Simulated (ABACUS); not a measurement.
# Se (P3_121) in ABACUS: reference runs

Aim: a first look at Se with PBE, on the cell as given and on a disturbed one.

Program: ABACUS 3.10.1. These are calculated values, not measurements. Logs are shortened: lines on timing, memory, paths and dates and some standing lists are left out, and cuts for length are marked.

### Step 1. The structure

It takes space group P3_121 (No. 152, trigonal). The conventional cell has a = 4.366 Å, b = 4.366 Å, c = 4.954 Å, α = 90.00°, β = 90.00°, γ = 120.00°. Se (site symmetry 2) is surrounded by 2 Se at 2.37 Å.

### Step 2. Single point, PBE

File INPUT:

```
INPUT_PARAMETERS
suffix              Se
calculation         scf
basis_type          pw
pseudo_dir          ./
symmetry            1
dft_functional      pbe
ecutwfc             87
pseudo_rcut         10
nspin               1
nbands              29
ks_solver           dav
smearing_method     fd
smearing_sigma      0.00367493
scf_thr             1e-08
scf_nmax            100
mixing_type         broyden
mixing_beta         0.7
cal_force           1
cal_stress          1
kpar                4
```

File STRU:

```
ATOMIC_SPECIES
Se 78.9710 Se.upf

LATTICE_CONSTANT
1.8897261246

LATTICE_VECTORS
4.3662000000 0.0000000000 0.0000000000
-2.1831000000 3.7812401180 0.0000000000
0.0000000000 0.0000000000 4.9536000000

ATOMIC_POSITIONS
Direct

Se
0.0
3
0.7746000000 0.7746000000 0.0000000000 1 1 1
0.0000000000 0.2254000000 0.6666666667 1 1 1
0.2254000000 0.0000000000 0.3333333333 1 1 1
```

File KPT:

```
K_POINTS
0
Gamma
7 7 6 0 0 0
```

Potentials or basis: PseudoDojo NC SR 0.4.1 PBE standard, plane waves.

Run with:

```
> OMP_NUM_THREADS=1 mpirun -np 4 abacus > log
```

running log:

```text
ABACUS v3.10.1

               Atomic-orbital Based Ab-initio Computation at UStc

 ------------------------------------------------------------------------------------

 READING GENERAL INFORMATION
                           global_out_dir = OUT.Se/
                           global_in_card = INPUT
                               pseudo_dir = ./
                              orbital_dir =
                                    DSIZE = 4
                                    GSIZE = 1

 READING UNITCELL INFORMATION
                                    ntype = 1
                  lattice constant (Bohr) = 1.88973
              lattice constant (Angstrom) = 1

 READING ATOM TYPE 1
                               atom label = Se
                      L=0, number of zeta = 1
                      L=1, number of zeta = 1
                      L=2, number of zeta = 1
             number of atom for this type = 3

                        TOTAL ATOM NUMBER = 3
DIRECT COORDINATES
    atom                   x                   y                   z     mag                  vx                  vy                  vz
taud_Se1            0.7746000000        0.7746000000        0.0000000000  0.0000        0.0000000000        0.0000000000        0.0000000000
taud_Se2            0.0000000000        0.2254000000        0.6666666667  0.0000        0.0000000000        0.0000000000        0.0000000000
taud_Se3            0.2254000000        0.0000000000        0.3333333333  0.0000        0.0000000000        0.0000000000        0.0000000000

                          Volume (Bohr^3) = 551.894
                             Volume (A^3) = 81.7821

 Lattice vectors: (Cartesian coordinate: in unit of a_0)
              +4.3662                  +0                  +0
              -2.1831            +3.78124                  +0
                   +0                  +0             +4.9536
 Reciprocal vectors: (Cartesian coordinate: in unit of 2 pi/a_0)
            +0.229032           +0.132232                  -0
                   -0           +0.264464                  -0
                   +0                  -0           +0.201873
 The esolver type has been set to : ksdft_pw

                PAO radial cut off (Bohr) = 10

 Read in pseudopotential file is Se.upf
                     pseudopotential type = NC
          exchange-correlation functional = PBE
                 nonlocal core correction = 1
                        valence electrons = 16
                                     lmax = 2
                           number of zeta = 3
                     number of projectors = 6
                           L of projector = 0
                           L of projector = 0
                           L of projector = 1
                           L of projector = 1
                           L of projector = 2
                           L of projector = 2
     initial pseudo atomic orbital number = 27

 SETUP THE ELECTRONS NUMBER
            electron number of element Se = 16
      total electron number of element Se = 48
            AUTOSET number of electrons:  = 48
                           occupied bands = 24
                                   NBANDS = 29
                                   NLOCAL = 27

%%%%%%%%%%%%%%%%%%%%%%%%%%%%%%%%%%%%%%%%%%%%%%%%%%%%%%%%%%%%%%%%%%%%%%%%%%%%%%%%%%%%%%%%%%%%%%%%%%%%%%%%%%
 Warning: the number of valence electrons in pseudopotential > 6 for Se: [Ar] 3d10 4s2 4p4
 Pseudopotentials with additional electrons can yield (more) accurate outcomes, but may be less efficient.
 If you're confident that your chosen pseudopotential is appropriate, you can safely ignore this warning.
%%%%%%%%%%%%%%%%%%%%%%%%%%%%%%%%%%%%%%%%%%%%%%%%%%%%%%%%%%%%%%%%%%%%%%%%%%%%%%%%%%%%%%%%%%%%%%%%%%%%%%%%%%

 SETUP THE PLANE WAVE BASIS
 energy cutoff for charge/potential (unit:Ry) = 348
            fft grid for charge/potential = [ 50, 50, 60 ]
                        fft grid division = [ 1, 1, 1 ]
        big fft grid for charge/potential = [ 50, 50, 60 ]
                                     nbxx = 150000
                                     nrxx = 150000

 SETUP PLANE WAVES FOR CHARGE/POTENTIAL
                    number of plane waves = 60529
                         number of sticks = 1639

 PARALLEL PW FOR CHARGE/POTENTIAL
     PROC   COLUMNS(POT)             PW
        1           1639          60529
 --------------- sum -------------------
        1           1639          60529
                            number of |g| = 2671
                                  max |g| = 31.4783
                                  min |g| = 0

----------- Double Check Mixing Parameters Begin ------------
mixing_type: broyden
mixing_beta: 0.7
mixing_gg0: 1
mixing_gg0_min: 0.1
mixing_ndim: 8
----------- Double Check Mixing Parameters End ------------

 LATTICE VECTORS: (CARTESIAN COORDINATE: IN UNIT OF A0)
[... 30 lines left out ...]
                                       S3 = 0
                                       S4 = 0
                                       S6 = 0
                              POINT GROUP = C_2
                                       C2 = 3
                                       C3 = 2
                                       C4 = 0
                                       C6 = 0
                                       S1 = 0
                                       S3 = 0
                                       S4 = 0
                                       S6 = 0
               POINT GROUP IN SPACE GROUP = D_3

 SETUP K-POINTS
                                    nspin = 1
                   Input type of k points = Monkhorst-Pack(Gamma)
                                   nkstot = 294
                       right hand lattice = 1
(for reciprocal lattice: )
                             BRAVAIS TYPE = 4
                     BRAVAIS LATTICE NAME = 04. Hexagonal cell
                                    ibrav = 4
                       right hand lattice = 1
(for k-lattice: )
                             BRAVAIS TYPE = 4
                     BRAVAIS LATTICE NAME = 04. Hexagonal cell
                                    ibrav = 4
                       right hand lattice = 1
                        ROTATION MATRICES = 24
                               nkstot_ibz = 40
K-POINTS REDUCTION ACCORDING TO SYMMETRY
     IBZ    DIRECT_X    DIRECT_Y    DIRECT_Z  WEIGHT  ibz2bz
       1  0.00000000  0.00000000  0.00000000  0.0034       0
       2 -0.14285714  0.14285714  0.00000000  0.0204       1
       3 -0.28571429  0.28571429  0.00000000  0.0204       2
       4 -0.42857143  0.42857143  0.00000000  0.0204       3
       5 -0.14285714  0.28571429  0.00000000  0.0204       8
       6 -0.28571429  0.42857143  0.00000000  0.0408       9
[... 22 lines left out ...]
      29 -0.28571429  0.42857143  0.33333333  0.0408     107
      30  0.42857143  0.42857143  0.33333333  0.0408     108
[... 10 further k points ...]

                               nkstot now = 40
[... K-POINTS DIRECT COORDINATES: 40 rows ...]

           k-point number in this process = 10
       minimum distributed K point number = 10
[... stars of the k points ...]

[... K-POINTS CARTESIAN COORDINATES: 10 rows ...]

[... K-POINTS DIRECT COORDINATES: 10 rows ...]

 SETUP PLANE WAVES FOR WAVE FUNCTIONS
     energy cutoff for wavefunc (unit:Ry) = 87
              fft grid for wave functions = [ 50, 50, 60 ]
                    number of plane waves = 9227
                         number of sticks = 463

 PARALLEL PW FOR WAVE FUNCTIONS
     PROC   COLUMNS(POT)             PW
        1            463           9227
 --------------- sum -------------------
        1            463           9227

 SETUP NONLOCAL PSEUDOPOTENTIALS IN PLANE WAVE BASIS
 Se non-local projectors:
 projector 1 L=0
 projector 2 L=0
 projector 3 L=1
 projector 4 L=1
 projector 5 L=2
 projector 6 L=2
      TOTAL NUMBER OF NONLOCAL PROJECTORS = 54

 Init Non-Local PseudoPotential table :
 Init Non-Local-Pseudopotential done.

                                     npwx = 7599

 Make real space PAO into reciprocal space.
       max mesh points in Pseudopotential = 1001
     dq(describe PAO in reciprocal space) = 0.01
                                    max q = 1124

 number of pseudo atomic orbitals for Se is 3
WARNING: norm of atomic wavefunction # 3 of atomic type Se is 0.999991, renormalized

 -------------------------------------------
[... 5 lines left out ...]

 Notice: Threshold on eigenvalues was too large.
 hsover_error=0.48 > DRHO=0.0307868
 Origin diag ethr = 0.01
 New diag ethr = 6.41392e-05

 Density error is 0.0306364537135
                          Error Threshold = 6.41391619066e-05
----------------------------------------------------------
     Energy           Rydberg                 eV
----------------------------------------------------------
 E_KohnSham     -727.4096740605      -9896.9163475452
 E_Harris       -727.3283426249      -9895.8097765945
 E_Fermi        0.5804062478         7.8968321254
----------------------------------------------------------
[... 63 lines left out ...]
 Density error is 3.93898606599e-10
                          Error Threshold = 3.76940914354e-11
----------------------------------------------------------
     Energy           Rydberg                 eV
----------------------------------------------------------
 E_KohnSham     -727.4124300296      -9896.9538444283
 E_KS(sigma->0) -727.4124300149      -9896.9538442289
 E_Harris       -727.4123930594      -9896.9533414231
 E_band         -88.4794385248       -1203.8245197780
 E_one_elec     -445.6068825711      -6062.7926709832
 E_Hartree      229.4891269671       3122.3597557975
 E_xc           -145.1556905808      -1974.9444890235
 E_Ewald        -366.1389838155      -4981.5764398202
 E_entropy(-TS) -0.0000000293        -0.0000003988
 E_descf        0.0000000000         0.0000000000
 E_exx          0.0000000000         0.0000000000
 E_Fermi        0.5866968886         7.9824206843
----------------------------------------------------------

 charge density convergence is achieved
 final etot is -9896.9538444 eV
 EFERMI = 7.9824206843 eV

 STATE ENERGY(eV) AND OCCUPATIONS    NSPIN == 1
 1/10 kpoint (Cartesian) = 0.0000 0.0000 0.0000 (7599 pws)
       1       -40.9697     0.00680272
       2       -40.9697     0.00680272
       3       -40.9341     0.00680272
       4       -40.9281     0.00680272
       5       -40.9281     0.00680272
       6       -40.8772     0.00680272
[... 176 lines left out ...]
      28        13.1075    2.48970e-46
      29        14.0944    6.66521e-55

[... levels at 4 further k points ...]

------------------------------------------------------------------------------------------
 TOTAL-FORCE (eV/Angstrom)
------------------------------------------------------------------------------------------
                       Se1        -0.2096819521        -0.3631797945         0.0000000000
                       Se2        -0.2096819521         0.3631797945         0.0000000000
                       Se3         0.4193639042         0.0000000000         0.0000000000
------------------------------------------------------------------------------------------

----------------------------------------------------------------
 TOTAL-STRESS (KBAR)
----------------------------------------------------------------
        21.6379403480        -0.0000000000         0.0000000000
         0.0000000000        21.6379403481         0.0000000000
         0.0000000000        -0.0000000000        40.8663251239
----------------------------------------------------------------
 TOTAL-PRESSURE: 28.047402 KBAR

 --------------------------------------------
 !FINAL_ETOT_IS -9896.9538444283207355 eV
 --------------------------------------------
```

Wall time 29 s (4 MPI ranks of Intel Xeon 6975P-C (Granite Rapids), shared host); peak memory 0.72 GiB.

What came out:

| Quantity | Value |
| --- | --- |
| Free energy | -9896.9538 eV |
| Pressure | 2.8 GPa |
| Largest force | 0.419 eV/Å |
| Band gap on the k mesh | 1.20 eV, indirect (least direct gap 1.47 eV) |

Forces on the atoms (eV/Å):
```
Se  -0.210 -0.363  0.000
Se  -0.210  0.363  0.000
Se   0.419  0.000  0.000
```

Caveat: an odd mesh through Γ misses points on the zone boundary, where band edges often lie.

### Step 3. Single point, PBE (atoms moved at random, drawn with an rms of 0.05 Å)

INPUT is that of step 2.

File STRU:

```
ATOMIC_SPECIES
Se 78.9710 Se.upf

LATTICE_CONSTANT
1.8897261246

LATTICE_VECTORS
4.3662000000 0.0000000000 0.0000000000
-2.1831000000 3.7812401180 0.0000000000
0.0000000000 0.0000000000 4.9536000000

ATOMIC_POSITIONS
Direct

Se
0.0
3
0.7789440000 0.7780360000 0.0026320000 1 1 1
0.0091810000 0.2360590000 0.6578350000 1 1 1
0.2278140000 0.0017800000 0.3273810000 1 1 1
```

KPT is that of step 2.

Potentials or basis: PseudoDojo NC SR 0.4.1 PBE standard, plane waves.

Run with:

```
> OMP_NUM_THREADS=1 mpirun -np 4 abacus > log
```

running log:

```text
ABACUS v3.10.1

               Atomic-orbital Based Ab-initio Computation at UStc

 ------------------------------------------------------------------------------------

 READING GENERAL INFORMATION
                           global_out_dir = OUT.Se/
                           global_in_card = INPUT
                               pseudo_dir = ./
                              orbital_dir =
                                    DSIZE = 4
                                    GSIZE = 1

 READING UNITCELL INFORMATION
                                    ntype = 1
                  lattice constant (Bohr) = 1.88973
              lattice constant (Angstrom) = 1

 READING ATOM TYPE 1
                               atom label = Se
                      L=0, number of zeta = 1
                      L=1, number of zeta = 1
                      L=2, number of zeta = 1
             number of atom for this type = 3

                        TOTAL ATOM NUMBER = 3
DIRECT COORDINATES
    atom                   x                   y                   z     mag                  vx                  vy                  vz
taud_Se1            0.7789440000        0.7780360000        0.0026320000  0.0000        0.0000000000        0.0000000000        0.0000000000
taud_Se2            0.0091810000        0.2360590000        0.6578350000  0.0000        0.0000000000        0.0000000000        0.0000000000
taud_Se3            0.2278140000        0.0017800000        0.3273810000  0.0000        0.0000000000        0.0000000000        0.0000000000

                          Volume (Bohr^3) = 551.894
                             Volume (A^3) = 81.7821

 Lattice vectors: (Cartesian coordinate: in unit of a_0)
              +4.3662                  +0                  +0
              -2.1831            +3.78124                  +0
                   +0                  +0             +4.9536
 Reciprocal vectors: (Cartesian coordinate: in unit of 2 pi/a_0)
            +0.229032           +0.132232                  -0
                   -0           +0.264464                  -0
                   +0                  -0           +0.201873
 The esolver type has been set to : ksdft_pw

[... 190 lines left out ...]
                                 init_chg = atomic

 PW ALGORITHM --------------- ION=   1  ELEC=   1--------------------------------

 Notice: Threshold on eigenvalues was too large.
 hsover_error=0.48 > DRHO=0.0307308
 Origin diag ethr = 0.01
 New diag ethr = 6.40224e-05

 Density error is 0.0305726339816
                          Error Threshold = 6.40224014302e-05
----------------------------------------------------------
     Energy           Rydberg                 eV
----------------------------------------------------------
 E_KohnSham     -727.4088731615      -9896.9054507558
 E_Harris       -727.3452562911      -9896.0398988292
 E_Fermi        0.5774195317         7.8561957677
----------------------------------------------------------
[... 75 lines left out ...]
 Density error is 2.21120749104e-09
                          Error Threshold = 3.98853558502e-11
----------------------------------------------------------
     Energy           Rydberg                 eV
----------------------------------------------------------
 E_KohnSham     -727.4116378086      -9896.9430657087
 E_KS(sigma->0) -727.4116377506      -9896.9430649205
 E_Harris       -727.4113957114      -9896.9397718085
 E_band         -88.4722895167       -1203.7272525324
 E_one_elec     -444.9644535111      -6054.0519752069
 E_Hartree      229.1675071024       3117.9838930483
 E_xc           -145.1495409077      -1974.8608184283
 E_Ewald        -366.4651503764      -4986.0141635454
 E_entropy(-TS) -0.0000001159        -0.0000015764
 E_descf        0.0000000000         0.0000000000
 E_exx          0.0000000000         0.0000000000
 E_Fermi        0.5830243319         7.9324529867
----------------------------------------------------------

 charge density convergence is achieved
 final etot is -9896.9430657 eV
 EFERMI = 7.9324529867 eV

 STATE ENERGY(eV) AND OCCUPATIONS    NSPIN == 1
 1/37 kpoint (Cartesian) = 0.0000 0.0000 0.0000 (7599 pws)
       1       -41.0189     0.00680272
       2       -41.0019     0.00680272
       3       -40.9292     0.00680272
       4       -40.9182     0.00680272
       5       -40.8829     0.00680272
       6       -40.8603     0.00680272
[... 176 lines left out ...]
      28        13.2710    5.80539e-49
      29        13.8317    7.82745e-54

[... levels at 31 further k points ...]

------------------------------------------------------------------------------------------
 TOTAL-FORCE (eV/Angstrom)
------------------------------------------------------------------------------------------
                       Se1        -0.3155374263        -0.2257215143        -0.5154021875
                       Se2        -0.2187984669         0.1274538447         0.3295991473
                       Se3         0.5343358933         0.0982676696         0.1858030402
------------------------------------------------------------------------------------------

----------------------------------------------------------------
 TOTAL-STRESS (KBAR)
----------------------------------------------------------------
        25.8299587911         2.4975335984         5.1275200634
         2.4975335984        13.5458746407        13.5117133760
         5.1275200634        13.5117133760        38.5338259320
----------------------------------------------------------------
 TOTAL-PRESSURE: 25.969886 KBAR

 --------------------------------------------
 !FINAL_ETOT_IS -9896.9430657087214058 eV
 --------------------------------------------
```

stdout:

```text
ABACUS v3.10.1

               Atomic-orbital Based Ab-initio Computation at UStc

%%%%%%%%%%%%%%%%%%%%%%%%%%%%%%%%%%%%%%%%%%%%%%%%%%%%%%%%%%%%%%%%%%%%%%%%%%%%%%%%%%%%%%%%%%%%%%%%%%%%%%%%%
 Warning: the number of valence electrons in pseudopotential > 6 for Se: [Ar] 3d10 4s2 4p4
[... 33 lines left out ...]
 TOTAL-STRESS (KBAR)
----------------------------------------------------------------
        25.8299587911         2.4975335984         5.1275200634
         2.4975335984        13.5458746407        13.5117133760
         5.1275200634        13.5117133760        38.5338259320
----------------------------------------------------------------
 TOTAL-PRESSURE: 25.969886 KBAR
```

It took 1.7 min on 4 MPI ranks of Intel Xeon 6975P-C (Granite Rapids), shared host; peak memory 1.1 GiB.

What came out:

```yaml
Free_energy: -9896.9431 eV
Pressure: 2.6 GPa
Largest_force: 0.645 eV/Å
Band_gap_on_the_k_mesh: 0.91 eV, indirect (least direct gap 1.31 eV)
```

Forces in eV/Å, atoms in the order of the input:
```
Se  -0.316 -0.226 -0.515
Se  -0.219  0.127  0.330
Se   0.534  0.098  0.186
```

Caveat: an odd mesh through Γ misses points on the zone boundary, where band edges often lie.
